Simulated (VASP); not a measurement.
# TiAl (Pm-3m) in VASP: a series of runs

The runs below take TiAl through equation of state, with PBEsol.

Program: VASP 6.6.1. These are calculated values, not measurements. Logs are shortened: lines on timing, memory, paths and dates and some standing lists are left out, and cuts for length are marked.

**1. Starting point**

Symmetry: Pm-3m, No. 221, cubic system. Conventional cell: a = 3.158 Å, b = 3.158 Å, c = 3.158 Å, α = 90.00°, β = 90.00°, γ = 90.00°. Ti (site symmetry m-3m) has 8 Al at 2.73 Å as nearest neighbours. Al (site symmetry m-3m) has 8 Ti at 2.73 Å as nearest neighbours.

The cell comes from a database or a generator and needn't be the stable form of this composition.

**2. Equation of state, PBEsol, 15.11 Å³/atom (a relaxed cell with its volume scaled by 0.96)**

The input, INCAR:

```
SYSTEM = TiAl
ALGO = Normal
EDIFF = 1E-6
ENCUT = 520
GGA = PS
ISIF = 2
ISMEAR = -1
LASPH = .TRUE.
LCHARG = .FALSE.
LREAL = .FALSE.
LWAVE = .FALSE.
NELM = 100
PREC = Accurate
SIGMA = 0.05
```

The input, KPOINTS:

```
k-points
0
G
  8 8 8
  0 0 0
```

The input, POSCAR:

```
TiAl                                    
1.0
    3.1148284790     -0.0000000000      0.0000000000
   -0.0000000000      3.1148284790      0.0000000000
   -0.0000000000     -0.0000000000      3.1148284790
  Ti              Al            
     1     1
Direct
     0.0000000000000000    0.0000000000000000    0.0000000000000000
     0.5000000000000000    0.5000000000000000    0.5000000000000000
```

Potentials or basis: VASP PAW PBE potentials, release 64 (Ti_sv, Al).

Launch:

```console
$ cat potpaw_PBE.64/Ti_sv/POTCAR potpaw_PBE.64/Al/POTCAR > POTCAR
$ mpirun -np 1 vasp_std > vasp.out
```

OUTCAR:

```text
SYSTEM = TiAl
   EDIFF = 1E-6
   ENCUT = 520
   GGA = PS
   ISIF = 2
   ISMEAR = -1
   LASPH = .TRUE.
   LREAL = .FALSE.
   NELM = 100
   PREC = Accurate

 ion  position               nearest neighbor table
   1  0.000  0.000  0.000-   2 2.70   2 2.70   2 2.70   2 2.70   2 2.70   2 2.70   2 2.70   2 2.70

   2  0.500  0.500  0.500-   1 2.70   1 2.70   1 2.70   1 2.70   1 2.70   1 2.70   1 2.70   1 2.70

  LATTYP: Found a simple cubic cell.
 ALAT       =     3.1148284790

  Lattice vectors:

 A1 = (   3.1148284790,   0.0000000000,   0.0000000000)
 A2 = (   0.0000000000,   3.1148284790,   0.0000000000)
 A3 = (   0.0000000000,   0.0000000000,   3.1148284790)

Analysis of symmetry for initial positions (statically):
=====================================================================
 Subroutine PRICEL returns:
 Original cell was already a primitive cell.

 Routine SETGRP: Setting up the symmetry group for a
 simple cubic supercell.

 Subroutine GETGRP returns: Found 48 space group operations
 (whereof 48 operations were pure point group operations)
 out of a pool of 48 trial point group operations.

The static configuration has the point symmetry O_h .

Analysis of symmetry for dynamics (positions and initial velocities):
=====================================================================
 Subroutine PRICEL returns:
 Original cell was already a primitive cell.

 Routine SETGRP: Setting up the symmetry group for a
 simple cubic supercell.

 Subroutine GETGRP returns: Found 48 space group operations
 (whereof 48 operations were pure point group operations)
 out of a pool of 48 trial point group operations.

The dynamic configuration has the point symmetry O_h .

 Subroutine INISYM returns: Found 48 space group operations
 (whereof 48 operations are pure point group operations),
 and found     1 'primitive' translations

----------------------------------------------------------------------------------------

                                     Primitive cell

  volume of cell :      30.2206

  direct lattice vectors                    reciprocal lattice vectors
     3.114828479  0.000000000  0.000000000     0.321044965  0.000000000  0.000000000
     0.000000000  3.114828479  0.000000000     0.000000000  0.321044965  0.000000000
     0.000000000  0.000000000  3.114828479     0.000000000  0.000000000  0.321044965

  length of vectors
     3.114828479  3.114828479  3.114828479     0.321044965  0.321044965  0.321044965

  position of ions in fractional coordinates (direct lattice)
     0.000000000  0.000000000  0.000000000
     0.500000000  0.500000000  0.500000000

  ion indices of the primitive-cell ions
   primitive index   ion index
                 1           1
                 2           2

----------------------------------------------------------------------------------------

 KPOINTS: k-points

Automatic generation of k-mesh.
 Grid dimensions read from file:
 generate k-points for:    8    8    8

 Generating k-lattice:

  Cartesian coordinates                     Fractional coordinates (reciprocal lattice)
     0.040130621  0.000000000  0.000000000     0.125000000  0.000000000  0.000000000
     0.000000000  0.040130621  0.000000000     0.000000000  0.125000000  0.000000000
     0.000000000  0.000000000  0.040130621     0.000000000  0.000000000  0.125000000

  Length of vectors
     0.040130621  0.040130621  0.040130621

  Shift w.r.t. Gamma in fractional coordinates (k-lattice)
     0.000000000  0.000000000  0.000000000

 Subroutine IBZKPT returns following result:
 ===========================================

 Found     35 irreducible k-points:

 Following reciprocal coordinates:
            Coordinates               Weight
  0.000000  0.000000  0.000000      1.000000
  0.125000  0.000000  0.000000      6.000000
  0.250000  0.000000  0.000000      6.000000
  0.375000  0.000000  0.000000      6.000000
  0.500000  0.000000  0.000000      3.000000
  0.125000  0.125000  0.000000     12.000000
[... 16 lines left out ...]
  0.375000  0.375000  0.125000     24.000000
  0.500000  0.375000  0.125000     24.000000
 [... further k-points ...]
   k-points           NKPTS =     35   k-points in BZ     NKDIM =     35   number of bands    NBANDS=     11
   number of dos      NEDOS =    301   number of ions     NIONS =      2
   total plane-waves  NPLWV =  13824
   dimension x,y,z NGX =    24 NGY =   24 NGZ =   24
   dimension x,y,z NGXF=    48 NGYF=   48 NGZF=   48
   ions per type =               1   1
   NGX,Y,Z   is equivalent  to a cutoff of  12.81, 12.81, 12.81 a.u.
   NGXF,Y,Z  is equivalent  to a cutoff of  25.62, 25.62, 25.62 a.u.
 SYSTEM =  TiAl
   PREC   = accura    normal or accurate (medium, high low for compatibility)
   ISTART =      0    job   : 0-new  1-cont  2-samecut
   ICHARG =      2    charge: 1-file 2-atom 10-const
   ISPIN  =      1    spin polarized calculation?
   LNONCOLLINEAR =      F non collinear calculations
   LSORBIT =      F    spin-orbit coupling
   LASPH  =      T    aspherical Exc in radial PAW
   ENCUT  =  520.0 eV  38.22 Ry    6.18 a.u.   5.79  5.79  5.79*2*pi/ulx,y,z
   NELM   =    100;   NELMIN=  2; NELMDL= -5     # of ELM steps
   EDIFF  = 0.1E-05   stopping-criterion for ELM
   LREAL  =      F    real-space projection
   EDIFFG = 0.1E-04   stopping-criterion for IOM
   NSW    =      0    number of steps for IOM
   IBRION =     -1    ionic relax: 0-MD 1-quasi-New 2-CG
   NFREE  =      0    steps in history (QN), initial steepest desc. (CG)
   ISIF   =      2    stress and relaxation
   ISYM   =      2    0-nonsym 1-usesym 2-fastsym
   POTIM  = 0.5000    time-step for ionic-motion
   TEBEG  =    0.0;   TEEND  =   0.0 temperature during run
   PSTRESS=    0.0 pullay stress
   NELECT =      15.0000    total number of electrons
   NUPDOWN=      -1.0000    fix difference up-down
   EMIN   =  10.00;   EMAX   =-10.00  energy-range for DOS
   EFERMI =   0.00;   METHOD = LEGACY
   ISMEAR =    -1;   SIGMA  =   0.05  broadening in eV -4-tet -1-fermi 0-gaus
   EFERMI_NEDOS =   21; number of points for ismear=-14 and -15
   IALGO  =     38    algorithm
   IMIX   =      4    mixing-type and parameters
     AMIX     =   0.40;   BMIX     =  1.00
     AMIX_MAG =   1.60;   BMIX_MAG =  1.00
  volume/ion in A,a.u.               =      15.11       101.97
  Fermi-wavevector in a.u.,A,eV,Ry     =   1.296197  2.449458 22.859522  1.680127
  Thomas-Fermi vector in A             =   2.427669
   LORBIT       =      0    0 simple, 1 ext, 2 COOP (PROOUT), +10 PAW based schemes
   GGA     = PS    functional components
   LHFCALC =     F    Hartree Fock is set to
   AEXX    =    0.0000 exact exchange contribution
   IVDW    =     0    specifies the selected vdW correction
   LEPSILON=     F    determine dielectric tensor
   LRPA    =     F    only Hartree local field effects (RPA)
 non-spin polarized calculation
  energy-cutoff  :      520.00
  volume of cell :       30.22
 maximum number of plane-waves:       840
 NGX is ok and might be reduce to    24
   NGX = 11   NGY = 11   NGZ = 11

 number of electron      14.9999999 magnetization

 Free energy of the ion-electron system (eV)
  ---------------------------------------------------
  ext. energy  EPLUGINS =         0.00000000
  ---------------------------------------------------
  free energy    TOTEN  =       -12.95320818 eV

  energy without entropy =      -12.93176914  energy(sigma->0) =      -12.94248866

 E-fermi :   9.3312     XC(G=0): -11.4583

 val. band max:        9.2889626173   @ k =   0.3750   0.1250   0.1250
 cond. band min:       9.3500144812   @ k =   0.3750   0.3750   0.2500
 fundamental gap:      0.0610518639
 Fermi energy:         9.3311522285

 k-point     1 :       0.0000    0.0000    0.0000
  band No.  band energies     occupation
      1     -47.2011      2.00000
      2     -23.4978      2.00000
      3     -23.4978      2.00000
      4     -23.4978      2.00000
      5      -0.1917      2.00000
      6       7.7510      2.00000
      7       7.7510      2.00000
      8      11.2677      0.00000
      9      11.2677      0.00000
     10      11.2677      0.00000
     11      14.0601      0.00000

 k-point     2 :       0.1250    0.0000    0.0000
  band No.  band energies     occupation
      1     -47.1982      2.00000
      2     -23.5302      2.00000
      3     -23.4950      2.00000
      4     -23.4950      2.00000
      5       0.0703      2.00000
      6       7.6131      2.00000
      7       7.8703      2.00000
      8      10.8579      0.00000
      9      10.8579      0.00000
     10      11.2999      0.00000
     11      13.1929      0.00000

 k-point     3 :       0.2500    0.0000    0.0000
  band No.  band energies     occupation
      1     -47.1911      2.00000
      2     -23.6078      2.00000
      3     -23.4882      2.00000
      4     -23.4882      2.00000
      5       0.8318      2.00000
      6       6.8642      2.00000
      7       8.1853      2.00000
      8      10.1716      0.00000
      9      10.1716      0.00000
     10      11.3792      0.00000
     11      12.3527      0.00000

 k-point     4 :       0.3750    0.0000    0.0000
  band No.  band energies     occupation
      1     -47.1840      2.00000
      2     -23.6845      2.00000
      3     -23.4813      2.00000
      4     -23.4813      2.00000
      5       2.0206      2.00000
      6       5.3704      2.00000
      7       8.5511      2.00000
      8       9.6664      0.00245
      9       9.6664      0.00245
     10      11.4607      0.00000
     11      12.4188      0.00000

 k-point     5 :       0.5000    0.0000    0.0000
  band No.  band energies     occupation
      1     -47.1811      2.00000
      2     -23.7160      2.00000
      3     -23.4785      2.00000
      4     -23.4785      2.00000
      5       3.2485      2.00000
      6       3.9701      2.00000
      7       8.7230      1.99999
      8       9.4861      0.08638
      9       9.4861      0.08638
     10      11.4951      0.00000
     11      12.6109      0.00000
[... 211 lines left out ...]
 k-point    21 :       0.3750    0.2500    0.1250
  band No.  band energies     occupation
      1     -47.1716      2.00000
      2     -23.6651      2.00000
      3     -23.5821      2.00000
      4     -23.5017      2.00000
      5       2.9651      2.00000
      6       6.1833      2.00000
      7       7.8343      2.00000
      8       9.2769      1.49493
      9       9.8760      0.00004
     10      10.3688      0.00000
     11      12.7222      0.00000

 k-point    22 :       0.5000    0.2500    0.1250
  band No.  band energies     occupation
      1     -47.1687      2.00000
      2     -23.6954      2.00000
      3     -23.5784      2.00000
      4     -23.4986      2.00000
      5       3.7700      2.00000
      6       5.2340      2.00000
      7       7.9994      2.00000
      8       9.0985      1.98111
      9      10.0359      0.00000
     10      10.3821      0.00000
     11      12.5812      0.00000

 k-point    23 :       0.3750    0.3750    0.1250
  band No.  band energies     occupation
      1     -47.1647      2.00000
      2     -23.6562      2.00000
      3     -23.6527      2.00000
      4     -23.4944      2.00000
      5       3.6994      2.00000
      6       6.5746      2.00000
      7       7.1558      2.00000
      8       8.9971      1.99750
      9      10.0922      0.00000
     10      10.3117      0.00000
     11      12.5882      0.00000

 k-point    24 :       0.5000    0.3750    0.1250
  band No.  band energies     occupation
      1     -47.1619      2.00000
      2     -23.6842      2.00000
      3     -23.6500      2.00000
      4     -23.4914      2.00000
      5       4.1521      2.00000
      6       6.2536      2.00000
      7       7.3105      2.00000
      8       8.7216      1.99999
      9      10.2869      0.00000
     10      10.3018      0.00000
     11      12.4468      0.00000

 [... further k-points ...]

------------------------ aborting loop because EDIFF is reached ----------------------------------------

  FORCE on cell =-STRESS in cart. coord.  units (eV):
  Direction    XX          YY          ZZ          XY          YZ          ZX
  --------------------------------------------------------------------------------------
  -------------------------------------------------------------------------------------
  Total        0.9755504      0.9755504      0.9755504     -0.0000000     -0.0000000      0.0000000
  in kB       51.7199253     51.7199253     51.7199253     -0.0000000     -0.0000000      0.0000000
  external PRESSURE =      51.7199253 kB  Pullay stress =       0.0000000 kB

 VOLUME and BASIS-vectors are now :
 -----------------------------------------------------------------------------
  energy-cutoff  :      520.00
  volume of cell :       30.22
      direct lattice vectors                 reciprocal lattice vectors
     3.114828479  0.000000000  0.000000000     0.321044965  0.000000000  0.000000000
     0.000000000  3.114828479  0.000000000     0.000000000  0.321044965  0.000000000
     0.000000000  0.000000000  3.114828479     0.000000000  0.000000000  0.321044965

 POSITION                                       TOTAL-FORCE (eV/Angst)
 -----------------------------------------------------------------------------------
      0.00000      0.00000      0.00000         0.000000      0.000000      0.000000
      1.55741      1.55741      1.55741         0.000000      0.000000      0.000000
 -----------------------------------------------------------------------------------
    total drift:                               -0.000000      0.000000      0.000000

  FREE ENERGIE OF THE ION-ELECTRON SYSTEM (eV)
  ---------------------------------------------------
  free  energy   TOTEN  =       -12.9532081828 eV

  energy  without entropy=      -12.9317691385  energy(sigma->0) =      -12.94248866
```

It took 5.3 s on 1 thread of Intel Xeon Platinum 8488C (Sapphire Rapids), shared host; peak memory 0.14 GiB.

What came out:

| Item | Value |
| --- | --- |
| Free energy | -12.9532 eV |
| Pressure | 5.2 GPa |
| Band gap on the k mesh | none (metal or under the smearing width) |

Caveat: the PAW data sets were made with another functional, which shifts forces and pressure a little.

**3. Equation of state, PBEsol, 15.43 Å³/atom (a relaxed cell with its volume scaled by 0.98)**

INCAR is that of step 2.

KPOINTS is that of step 2.

The input, POSCAR:

```
TiAl                                    
1.0
    3.1363107335     -0.0000000000      0.0000000000
   -0.0000000000      3.1363107335      0.0000000000
   -0.0000000000     -0.0000000000      3.1363107335
  Ti              Al            
     1     1
Direct
     0.0000000000000000    0.0000000000000000    0.0000000000000000
     0.5000000000000000    0.5000000000000000    0.5000000000000000
```

Potentials or basis: VASP PAW PBE potentials, release 64 (Ti_sv, Al).

Launch:

```console
$ cat potpaw_PBE.64/Ti_sv/POTCAR potpaw_PBE.64/Al/POTCAR > POTCAR
$ mpirun -np 1 vasp_std > vasp.out
```

Run time: 5.2 s. Hardware: 1 thread of Intel Xeon Platinum 8488C (Sapphire Rapids), shared host; peak memory 0.14 GiB.

The run converged. Its results:

```yaml
Free_energy: -12.9684 eV
Pressure: 2.4 GPa
Band_gap_on_the_k_mesh: none (metal or under the smearing width)
```

Caveat: the PAW data sets were made with another functional, which shifts forces and pressure a little.

**4. Equation of state, PBEsol, 15.74 Å³/atom**

INCAR is that of step 3.

KPOINTS is that of step 3.

The input, POSCAR:

```
TiAl                                    
1.0
    3.1575026651     -0.0000000000      0.0000000000
   -0.0000000000      3.1575026651      0.0000000000
   -0.0000000000     -0.0000000000      3.1575026651
  Ti              Al            
     1     1
Direct
     0.0000000000000000    0.0000000000000000    0.0000000000000000
     0.5000000000000000    0.5000000000000000    0.5000000000000000
```

Launch:

```console
$ cat potpaw_PBE.64/Ti_sv/POTCAR potpaw_PBE.64/Al/POTCAR > POTCAR
$ mpirun -np 1 vasp_std > vasp.out
```

Wall time 5.2 s (1 thread of Intel Xeon Platinum 8488C (Sapphire Rapids), shared host); peak memory 0.14 GiB.

The run converged. Its results:

```yaml
Free_energy: -12.9733 eV
Pressure: -0.1 GPa
Band_gap_on_the_k_mesh: none (metal or under the smearing width)
```

Caveat: the PAW data sets were made with another functional, which shifts forces and pressure a little.

**5. Equation of state, PBEsol, 16.05 Å³/atom (a relaxed cell with its volume scaled by 1.02)**

INCAR is that of step 4.

KPOINTS is that of step 4.

The input, POSCAR:

```
TiAl                                    
1.0
    3.1784138882     -0.0000000000      0.0000000000
   -0.0000000000      3.1784138882      0.0000000000
   -0.0000000000     -0.0000000000      3.1784138882
  Ti              Al            
     1     1
Direct
     0.0000000000000000    0.0000000000000000    0.0000000000000000
     0.5000000000000000    0.5000000000000000    0.5000000000000000
```

Launch:

```console
$ cat potpaw_PBE.64/Ti_sv/POTCAR potpaw_PBE.64/Al/POTCAR > POTCAR
$ mpirun -np 1 vasp_std > vasp.out
```

It took 5.3 s on 1 thread of Intel Xeon Platinum 8488C (Sapphire Rapids), shared host; peak memory 0.14 GiB.

The run converged. Its results:

- Free energy: -12.9689 eV
- Pressure: -2.3 GPa
- Band gap on the k mesh: none (metal or under the smearing width)

Caveat: the PAW data sets were made with another functional, which shifts forces and pressure a little.

**6. Equation of state, PBEsol, 16.37 Å³/atom (a relaxed cell with its volume scaled by 1.04)**

INCAR is that of step 5.

KPOINTS is that of step 5.

The input, POSCAR:

```
TiAl                                    
1.0
    3.1990535178     -0.0000000000      0.0000000000
   -0.0000000000      3.1990535178      0.0000000000
   -0.0000000000     -0.0000000000      3.1990535178
  Ti              Al            
     1     1
Direct
     0.0000000000000000    0.0000000000000000    0.0000000000000000
     0.5000000000000000    0.5000000000000000    0.5000000000000000
```

Potentials or basis: VASP PAW PBE potentials, release 64 (Ti_sv, Al).

Launch:

```console
$ cat potpaw_PBE.64/Ti_sv/POTCAR potpaw_PBE.64/Al/POTCAR > POTCAR
$ mpirun -np 1 vasp_std > vasp.out
```

It took 5.3 s on 1 thread of Intel Xeon Platinum 8488C (Sapphire Rapids), shared host; peak memory 0.14 GiB.

It converged, with:

```yaml
Free_energy: -12.9561 eV
Pressure: -4.3 GPa
Band_gap_on_the_k_mesh: none (metal or under the smearing width)
```

Caveat: the PAW data sets were made with another functional, which shifts forces and pressure a little.

**7. Equation of state, PBEsol**

This step only gathers the single runs of the series.

Results:

- Equilibrium volume: 15.74 Å³/atom
- Bulk modulus: 118 GPa
- Pressure derivative of the bulk modulus: 3.9 (rough: it moves with the points fitted)

Energy against volume, from the lowest point:
| volume (Å³/atom) | energy (meV/atom) |
| --- | --- |
| 15.110 | 10.04 |
| 15.425 | 2.46 |
| 15.740 | 0.00 |
| 16.055 | 2.18 |
| 16.369 | 8.58 |

Caveat: the PAW data sets were made with another functional, which shifts forces and pressure a little.

**8. The reference run**

An earlier run on the cell as given: functional PBEsol; potentials or basis VASP PAW PBE potentials, release 64 (Ti_sv, Al); cutoff 520 eV; k mesh 8 × 8 × 8; occupations fermi-dirac, width 0.05 eV; no spin polarisation.

- Pressure: -2.3 GPa
- Band gap on the k mesh: none (metal or under the smearing width)
